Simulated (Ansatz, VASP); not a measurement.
**Mg in VASP and in Ansatz**

```xyz
1
Lattice="-1.7609 1.7609 1.7609 1.7609 -1.7609 1.7609 1.7609 1.7609 -1.7609" Properties=species:S:1:pos:R:3 pbc="T T T"
Mg    0.0000    0.0000    0.0000
```

Change from the starting cell: volume scaled by 0.98.

Alike in both runs: task single point; functional PBE; k mesh 11 × 11 × 11; occupations fermi-dirac, width 0.05 eV; no spin polarisation.

```csv
,VASP,Ansatz
version,VASP 6.6.1,Ansatz 0.2.0
potentials or method,"VASP PAW PBE potentials, release 64 (Mg), cutoff 520 eV","all-electron LAPW, scalar-relativistic"
```

Ansatz gave:

| Item | Value |
| --- | --- |
| gap on the k mesh at the Fermi level (eV) | none |
| pressure (GPa) | 1.7 |

Task: Estimate VASP's values.

Result: gap on the k mesh at the Fermi level (eV): none; pressure (GPa): 1.6.

A gap of «none» marks a metal or a gap that the smearing closes. Ansatz ran all-electron here, so the differences hold the error of VASP's frozen core and of both bases.
